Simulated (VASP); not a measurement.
# I (Cmce) in VASP: settings compared

The runs below take I through relaxation of cell and atoms, with PBE, LDA, r2SCAN.

Everything below comes from runs of VASP 6.6.1. Logs are shortened: lines on timing, memory, paths and dates and some standing lists are left out, and cuts for length are marked.

### 1 The structure

It takes space group Cmce (No. 64, orthorhombic). The conventional cell has a = 6.105 Å, b = 4.013 Å, c = 9.176 Å, α = 90.00°, β = 90.00°, γ = 90.00°. I (site symmetry m) has 3 I at 2.80 to 3.06 Å as nearest neighbours.

### 2 Relaxation of cell and atoms, PBE, target pressure 15 GPa, at which the enthalpy is minimised

Contents of INCAR:

```
PREC = Accurate ; ENCUT = 600
EDIFF = 1E-7 ; ISMEAR = 0
SIGMA = 0.03 ; LREAL = False
LASPH = True ; NELM = 80
ALGO = Normal ; ISIF = 3
LWAVE = False ; LCHARG = False
GGA = PE ; IBRION = 2
NSW = 90 ; EDIFFG = -0.005
PSTRESS = 150.0
```

Contents of KPOINTS:

```
regular mesh
0
Gamma
  8 8 4
```

Contents of POSCAR:

```
I                                       
1.0
    3.0526273928     -2.0065151606     -0.0000000000
    3.0526273928      2.0065151606      0.0000000000
    0.0000000000      0.0000000000      9.1758747048
  I             
     4
Direct
     0.7971568071234016    0.2028431928765984    0.6240361357979668
     0.2028431928765984    0.7971568071234016    0.3759638642020331
     0.7028431928765984    0.2971568071234016    0.1240361357979669
     0.2971568071234016    0.7028431928765984    0.8759638642020332
```

Potentials or basis: VASP PAW PBE potentials, release 64 (I).

On the command line:

```
cat potpaw_PBE.64/I/POTCAR > POTCAR
mpirun -np 1 vasp_std > vasp.out
```

OUTCAR:

```text
PREC = Accurate
   ENCUT = 600
   EDIFF = 1E-7
   ISMEAR = 0
   LREAL = False
   LASPH = True
   NELM = 80
   ISIF = 3
   GGA = PE
   IBRION = 2
   NSW = 90
   EDIFFG = -0.005
   PSTRESS = 150.0

 ion  position               nearest neighbor table
   1  0.797  0.203  0.624-   2 2.80   4 3.06   4 3.06   2 3.30
   2  0.203  0.797  0.376-   1 2.80   3 3.06   3 3.06   1 3.30
   3  0.703  0.297  0.124-   4 2.80   2 3.06   2 3.06   4 3.30
   4  0.297  0.703  0.876-   3 2.80   1 3.06   1 3.06   3 3.30

  LATTYP: Found a base centered orthorhombic cell.
 ALAT       =     4.0130303212
 B/A-ratio  =     1.5213577514
 C/A-ratio  =     2.2865201532

  Lattice vectors:

 A1 = (  -3.0526273928,  -2.0065151606,   0.0000000000)
 A2 = (   3.0526273928,  -2.0065151606,   0.0000000000)
 A3 = (   0.0000000000,   0.0000000000,   9.1758747048)

Analysis of symmetry for initial positions (statically):
=====================================================================
 Subroutine PRICEL returns:
 Original cell was already a primitive cell.

 Routine SETGRP: Setting up the symmetry group for a
 base centered orthorhombic supercell.

 Subroutine GETGRP returns: Found  8 space group operations
 (whereof  4 operations were pure point group operations)
 out of a pool of  8 trial point group operations.

The static configuration has the point symmetry C_2h.
 The point group associated with its full space group is D_2h.

Analysis of symmetry for dynamics (positions and initial velocities):
=====================================================================
 Subroutine PRICEL returns:
 Original cell was already a primitive cell.

 Routine SETGRP: Setting up the symmetry group for a
 base centered orthorhombic supercell.

 Subroutine GETGRP returns: Found  8 space group operations
 (whereof  4 operations were pure point group operations)
 out of a pool of  8 trial point group operations.

The dynamic configuration has the point symmetry C_2h.
 The point group associated with its full space group is D_2h.

 Subroutine INISYM returns: Found  8 space group operations
 (whereof  4 operations are pure point group operations),
 and found     1 'primitive' translations

----------------------------------------------------------------------------------------

                                     Primitive cell

  volume of cell :     112.4071

  direct lattice vectors                    reciprocal lattice vectors
     3.052627393 -2.006515161  0.000000000     0.163793328 -0.249188249  0.000000000
     3.052627393  2.006515161  0.000000000     0.163793328  0.249188249  0.000000000
     0.000000000  0.000000000  9.175874705     0.000000000  0.000000000  0.108981436

  length of vectors
     3.653031219  3.653031219  9.175874705     0.298199661  0.298199661  0.108981436

  position of ions in fractional coordinates (direct lattice)
     0.797156807  0.202843193  0.624036136
     0.202843193  0.797156807  0.375963864
     0.702843193  0.297156807  0.124036136
     0.297156807  0.702843193  0.875963864

  ion indices of the primitive-cell ions
   primitive index   ion index
                 1           1
                 2           2
                 3           3
                 4           4

----------------------------------------------------------------------------------------

 KPOINTS: regular mesh

Automatic generation of k-mesh.
 Grid dimensions read from file:
 generate k-points for:    8    8    4

 Generating k-lattice:

  Cartesian coordinates                     Fractional coordinates (reciprocal lattice)
     0.020474166 -0.031148531  0.000000000     0.125000000  0.000000000  0.000000000
     0.020474166  0.031148531  0.000000000     0.000000000  0.125000000  0.000000000
     0.000000000  0.000000000  0.027245359     0.000000000  0.000000000  0.250000000

  Length of vectors
     0.037274958  0.037274958  0.027245359

  Shift w.r.t. Gamma in fractional coordinates (k-lattice)
     0.000000000  0.000000000  0.000000000

 Subroutine IBZKPT returns following result:
 ===========================================

 Found     63 irreducible k-points:

 Following reciprocal coordinates:
            Coordinates               Weight
  0.000000  0.000000  0.000000      1.000000
  0.125000  0.000000  0.000000      4.000000
  0.250000  0.000000  0.000000      4.000000
  0.375000  0.000000  0.000000      4.000000
  0.500000  0.000000  0.000000      2.000000
  0.125000  0.125000  0.000000      2.000000
[... 16 lines left out ...]
  0.125000  0.000000  0.250000      8.000000
  0.250000  0.000000  0.250000      8.000000
 [... further k-points ...]
   k-points           NKPTS =     63   k-points in BZ     NKDIM =     63   number of bands    NBANDS=     18
   number of dos      NEDOS =    301   number of ions     NIONS =      4
   total plane-waves  NPLWV =  72000
   dimension x,y,z NGX =    30 NGY =   30 NGZ =   80
   dimension x,y,z NGXF=    60 NGYF=   60 NGZF=  160
   ions per type =               4
   NGX,Y,Z   is equivalent  to a cutoff of  13.65, 13.65, 14.49 a.u.
   NGXF,Y,Z  is equivalent  to a cutoff of  27.31, 27.31, 28.99 a.u.
 SYSTEM =  unknown system
   PREC   = accura    normal or accurate (medium, high low for compatibility)
   ISTART =      0    job   : 0-new  1-cont  2-samecut
   ICHARG =      2    charge: 1-file 2-atom 10-const
   ISPIN  =      1    spin polarized calculation?
   LNONCOLLINEAR =      F non collinear calculations
   LSORBIT =      F    spin-orbit coupling
   LASPH  =      T    aspherical Exc in radial PAW
   ENCUT  =  600.0 eV  44.10 Ry    6.64 a.u.   7.30  7.30 18.33*2*pi/ulx,y,z
   NELM   =     80;   NELMIN=  2; NELMDL= -5     # of ELM steps
   EDIFF  = 0.1E-06   stopping-criterion for ELM
   LREAL  =      F    real-space projection
   EDIFFG = -.5E-02   stopping-criterion for IOM
   NSW    =     90    number of steps for IOM
   IBRION =      2    ionic relax: 0-MD 1-quasi-New 2-CG
   NFREE  =      1    steps in history (QN), initial steepest desc. (CG)
   ISIF   =      3    stress and relaxation
   ISYM   =      2    0-nonsym 1-usesym 2-fastsym
   POTIM  = 0.5000    time-step for ionic-motion
   TEBEG  =    0.0;   TEEND  =   0.0 temperature during run
   PSTRESS=  150.0 pullay stress
   NELECT =      28.0000    total number of electrons
   NUPDOWN=      -1.0000    fix difference up-down
   EMIN   =  10.00;   EMAX   =-10.00  energy-range for DOS
   EFERMI =   0.00;   METHOD = LEGACY
   ISMEAR =     0;   SIGMA  =   0.03  broadening in eV -4-tet -1-fermi 0-gaus
   EFERMI_NEDOS =   21; number of points for ismear=-14 and -15
   IALGO  =     38    algorithm
   IMIX   =      4    mixing-type and parameters
     AMIX     =   0.40;   BMIX     =  1.00
     AMIX_MAG =   1.60;   BMIX_MAG =  1.00
  volume/ion in A,a.u.               =      28.10       189.64
  Fermi-wavevector in a.u.,A,eV,Ry     =   1.030061  1.946533 14.436130  1.061026
  Thomas-Fermi vector in A             =   2.164140
   LORBIT       =      0    0 simple, 1 ext, 2 COOP (PROOUT), +10 PAW based schemes
   GGA     = PE    functional components
   LHFCALC =     F    Hartree Fock is set to
   AEXX    =    0.0000 exact exchange contribution
   IVDW    =     0    specifies the selected vdW correction
   LEPSILON=     F    determine dielectric tensor
   LRPA    =     F    only Hartree local field effects (RPA)
 conjugate gradient relaxation of ions
 non-spin polarized calculation
 Gauss-broadening in eV      SIGMA  =   0.03
  energy-cutoff  :      600.00
  volume of cell :      112.41
 maximum number of plane-waves:      3786
 NGX is ok and might be reduce to    30
   NGX = 15   NGY = 15   NGZ = 37

 number of electron      27.9999998 magnetization

 Free energy of the ion-electron system (eV)
  ---------------------------------------------------
  ext. energy  EPLUGINS =         0.00000000
  ---------------------------------------------------
  free energy    TOTEN  =        -4.17048432 eV

  energy without entropy =       -4.17048431  energy(sigma->0) =       -4.17048431

 E-fermi :   7.8870     XC(G=0): -10.0542

 val. band max:        7.7824058566   @ k =  -0.2500   0.1250   0.2500
 cond. band min:       7.9877939313   @ k =   0.5000   0.3750   0.0000
 fundamental gap:      0.2053880747
 Fermi energy:         7.8869623398

 k-point     1 :       0.0000    0.0000    0.0000
  band No.  band energies     occupation
      1      -7.8253      2.00000
      2      -6.4362      2.00000
      3      -6.1381      2.00000
      4      -3.4275      2.00000
      5       1.4209      2.00000
      6       4.3777      2.00000
[... 10 lines left out ...]
     17      11.3564      0.00000
     18      13.5966      0.00000

 k-point     2 :       0.1250    0.0000    0.0000
  band No.  band energies     occupation
      1      -7.6703      2.00000
      2      -6.3213      2.00000
      3      -6.0113      2.00000
      4      -3.5002      2.00000
      5       1.5699      2.00000
      6       4.0702      2.00000
[... 10 lines left out ...]
     17      12.0501      0.00000
     18      13.9795      0.00000

 k-point     3 :       0.2500    0.0000    0.0000
  band No.  band energies     occupation
      1      -7.2230      2.00000
      2      -6.0235      2.00000
      3      -5.6655      2.00000
      4      -3.7784      2.00000
      5       1.8293      2.00000
      6       2.7395      2.00000
[... 10 lines left out ...]
     17      13.1055      0.00000
     18      13.1240      0.00000

 k-point     4 :       0.3750    0.0000    0.0000
  band No.  band energies     occupation
      1      -6.5548      2.00000
      2      -5.7319      2.00000
      3      -5.2192      2.00000
      4      -4.3057      2.00000
      5       1.3143      2.00000
      6       1.4839      2.00000
[... 10 lines left out ...]
     17      12.4428      0.00000
     18      12.4453      0.00000

 k-point     5 :       0.5000    0.0000    0.0000
  band No.  band energies     occupation
      1      -5.8876      2.00000
      2      -5.8876      2.00000
      3      -4.8187      2.00000
      4      -4.8187      2.00000
      5       0.9497      2.00000
      6       0.9497      2.00000
[... 10 lines left out ...]
     17      12.2126      0.00000
     18      12.2126      0.00000

 k-point     6 :       0.1250    0.1250    0.0000
  band No.  band energies     occupation
      1      -7.6700      2.00000
      2      -6.3001      2.00000
      3      -5.9966      2.00000
      4      -3.3634      2.00000
      5       1.5688      2.00000
      6       4.1518      2.00000
[... 307 lines left out ...]
 k-point    21 :       0.5000    0.5000    0.0000
  band No.  band energies     occupation
      1      -6.5003      2.00000
      2      -5.3214      2.00000
      3      -4.9665      2.00000
      4      -2.9682      2.00000
      5       1.4446      2.00000
      6       2.5926      2.00000
[... 10 lines left out ...]
     17      10.7054      0.00000
     18      11.7388      0.00000

 k-point    22 :       0.0000    0.0000    0.2500
  band No.  band energies     occupation
      1      -7.7272      2.00000
      2      -6.9596      2.00000
      3      -5.4694      2.00000
      4      -3.7921      2.00000
      5       1.8846      2.00000
      6       4.0761      2.00000
[... 10 lines left out ...]
     17      11.5804      0.00000
     18      13.1664      0.00000

 k-point    23 :       0.1250    0.0000    0.2500
  band No.  band energies     occupation
      1      -7.5738      2.00000
      2      -6.8228      2.00000
      3      -5.3764      2.00000
      4      -3.8192      2.00000
      5       1.8931      2.00000
      6       3.4395      2.00000
[... 10 lines left out ...]
     17      12.2548      0.00000
     18      13.5792      0.00000

 k-point    24 :       0.2500    0.0000    0.2500
  band No.  band energies     occupation
      1      -7.1330      2.00000
      2      -6.4444      2.00000
      3      -5.1536      2.00000
      4      -3.9799      2.00000
      5       1.7791      2.00000
      6       2.3594      2.00000
[... 10 lines left out ...]
     17      13.2401      0.00000
     18      13.2949      0.00000

 [... further k-points ...]

------------------------ aborting loop because EDIFF is reached ----------------------------------------

  FORCE on cell =-STRESS in cart. coord.  units (eV):
  Direction    XX          YY          ZZ          XY          YZ          ZX
  --------------------------------------------------------------------------------------
  -------------------------------------------------------------------------------------
  Total       10.5309792     10.5424577     10.5430424      0.0000000     -0.0000000      0.0000000
  in kB      150.1017044    150.2653111    150.2736456      0.0000000     -0.0000000      0.0000000
  external PRESSURE =       0.2135537 kB  Pullay stress =     150.0000000 kB

 VOLUME and BASIS-vectors are now :
 -----------------------------------------------------------------------------
  energy-cutoff  :      600.00
  volume of cell :      112.41
      direct lattice vectors                 reciprocal lattice vectors
     3.052627393 -2.006515161  0.000000000     0.163793328 -0.249188249  0.000000000
     3.052627393  2.006515161  0.000000000     0.163793328  0.249188249  0.000000000
     0.000000000  0.000000000  9.175874705     0.000000000  0.000000000  0.108981436

 POSITION                                       TOTAL-FORCE (eV/Angst)
 -----------------------------------------------------------------------------------
      3.05263     -1.19250      5.72608         0.000000      0.002870      0.002390
      3.05263      1.19250      3.44980         0.000000     -0.002870     -0.002390
      3.05263     -0.81402      1.13814         0.000000     -0.002870      0.002390
      3.05263      0.81402      8.03773         0.000000      0.002870     -0.002390
 -----------------------------------------------------------------------------------
    total drift:                                0.000000     -0.000000      0.000000

  FREE ENERGIE OF THE ION-ELECTRON SYSTEM (eV)
  ---------------------------------------------------
  free  energy   TOTEN  =        -4.1704843178 eV

  energy  without entropy=       -4.1704843111  energy(sigma->0) =       -4.17048431

  enthalpy is  TOTEN    =         6.3533593878 eV   P V=       10.5238437056

 reached required accuracy - stopping structural energy minimisation
```

It took 2.3 min on 1 thread of Intel Xeon Platinum 8488C (Sapphire Rapids), shared host; peak memory 0.32 GiB.

Results:

| Item | Value |
| --- | --- |
| Free energy | -4.1705 eV |
| Pressure after relaxing | 15.0 GPa |
| Largest force after relaxing | 0.004 eV/Å |
| Band gap on the k mesh | 0.21 eV, indirect (least direct gap 0.66 eV) |

Forces in eV/Å, atoms in the order of the input:
```
I    0.000  0.003  0.002
I    0.000 -0.003 -0.002
I    0.000 -0.003  0.002
I    0.000  0.003 -0.002
```

Final structure:
```
I
1.0
     3.05263   -2.00652    0.00000
     3.05263    2.00652    0.00000
     0.00000    0.00000    9.17587
I
4
Cartesian
  3.0526 -1.1925 5.7261
  3.0526 1.1925 3.4498
  3.0526 -0.8140 1.1381
  3.0526 0.8140 8.0377
```

Levels at points of the mesh, in eV from the valence-band top:
```csv
k point,band 12,band 13,band 14,band 15,band 16,band 17
"(0.00, 0.00, 0.00)",-0.34,-0.12,-0.07,1.51,2.36,3.57
"(0.50, 0.00, 0.00)",-1.80,-1.28,-1.28,2.44,2.44,4.43
"(0.50, 0.50, 0.00)",-2.39,-2.31,-1.68,0.50,1.33,2.92
"(0.00, 0.00, 0.50)",-0.27,-0.09,-0.09,1.24,1.24,4.45
"(0.50, 0.00, 0.50)",-1.82,0.00,0.00,0.66,0.66,5.11
"(0.50, 0.50, 0.50)",-2.91,-1.48,-1.48,0.25,0.25,4.15
```

Caveat: the relaxation stopped at its first step, so nothing moved; the cell is relaxed towards a set pressure, so the enthalpy falls and the energy may rise; spin-orbit coupling is left out, which moves the levels of the heavy elements.

### 3 Relaxation of cell and atoms, LDA, target pressure 9.9 GPa, at which the enthalpy is minimised

This run uses another cell than the first one, of 29.64 Å³/atom, 1.055 times its volume.

Contents of INCAR:

```
PREC = Accurate
ENCUT = 600
EDIFF = 1E-6
ISMEAR = 0
SIGMA = 0.03
LREAL = F
LASPH = T
NELM = 80
ALGO = Normal
ISIF = 3
LWAVE = F
LCHARG = F
IBRION = 2
NSW = 90
EDIFFG = -0.01
PSTRESS = 99.0
```

KPOINTS is that of step 2.

Contents of POSCAR:

```
I
1.0
    3.0815000000     -2.0717500000      0.0000000000
    3.0815000000      2.0717500000      0.0000000000
    0.0000000000      0.0000000000      9.2864000000
I
4
Direct
    0.8162400000      0.1837600000      0.6219700000
    0.1837600000      0.8162400000      0.3780300000
    0.6837600000      0.3162400000      0.1219700000
    0.3162400000      0.6837600000      0.8780300000
```

Potentials or basis: VASP PAW LDA potentials, release 64 (I).

On the command line:

```
cat potpaw_LDA.64/I/POTCAR > POTCAR
mpirun -np 1 vasp_std > vasp.out
```

Run time: 24 min. Hardware: 1 thread of Intel Xeon Platinum 8175M at 2.50GHz (Skylake/Cascade Lake), shared host; peak memory 0.3 GiB.

It converged, with:

| Item | Value |
| --- | --- |
| Free energy | -7.3361 eV |
| Relaxed volume | 28.30 Å³/atom |
| Relaxed cell | a = 3.674 Å, b = 3.674 Å, c = 9.168 Å, α = 90.00°, β = 90.00°, γ = 66.19° |
| Space group after relaxing (to 0.05 Å) | Cmce (No. 64) |
| Energy change on relaxing (the enthalpy is what falls) | +59.5 meV/atom |
| Ionic steps | 16 |
| Pressure after relaxing | 9.9 GPa |
| Largest force after relaxing | 0.008 eV/Å |
| Band gap on the k mesh | 0.21 eV, indirect (least direct gap 0.64 eV) |

Forces in eV/Å, atoms in the order of the input:
```
I    0.000  0.007 -0.004
I    0.000 -0.007  0.004
I    0.000 -0.007 -0.004
I    0.000  0.007  0.004
```

Step by step:
```
step  energy change (eV)  largest force (eV/Å)  pressure (GPa)  volume (Å³)
   1              0.0000                0.3786            7.40       118.57
   2              0.4602                0.4754           13.00       110.81
   3              0.2312                0.4316           10.38       114.07
   4              0.2530                0.1896           10.13       113.32
   5              0.2588                0.1991           10.11       113.22
   6              0.2242                0.1552            9.80       113.64
   7              0.1626                0.0603            9.18       114.50
   8              0.2370                0.0657           10.16       113.25
   9              0.2208                0.0583            9.95       113.51
  10              0.2351                0.0395            9.98       113.25
  11              0.2486                0.0264           10.02       113.03
  12              0.2332                0.0075            9.82       113.28
  13              0.2346                0.0091            9.82       113.26
  14              0.2345                0.0103            9.87       113.25
  15              0.2345                0.0130            9.88       113.25
  16              0.2380                0.0080            9.91       113.20
```

Final structure:
```
CELL_PARAMETERS angstrom
3.07769 -2.00596 0.00000
3.07769 2.00596 0.00000
0.00000 0.00000 9.16768
ATOMIC_POSITIONS crystal
I 0.79782 0.20218 0.62408
I 0.20218 0.79782 0.37592
I 0.70218 0.29782 0.12408
I 0.29782 0.70218 0.87592
```

Levels at points of the mesh, in eV from the valence-band top:
```
           k point  band 12  band 13  band 14  band 15  band 16  band 17
(0.00, 0.00, 0.00)    -0.36    -0.08    -0.08     1.48     2.32     3.51
(0.50, 0.00, 0.00)    -1.82    -1.30    -1.30     2.44     2.44     4.33
(0.50, 0.50, 0.00)    -2.39    -2.31    -1.61     0.52     1.33     2.89
(0.00, 0.00, 0.50)    -0.28    -0.07    -0.07     1.20     1.20     4.40
(0.50, 0.00, 0.50)    -1.81     0.00     0.00     0.64     0.64     5.02
(0.50, 0.50, 0.50)    -2.86    -1.45    -1.45     0.25     0.25     4.12
```

Caveat: the cell is relaxed towards a set pressure, so the enthalpy falls and the energy may rise; spin-orbit coupling is left out, which moves the levels of the heavy elements. LDA gaps usually lie below the measured ones, often by a third to a half.

(Continued in part 2 of 2.)
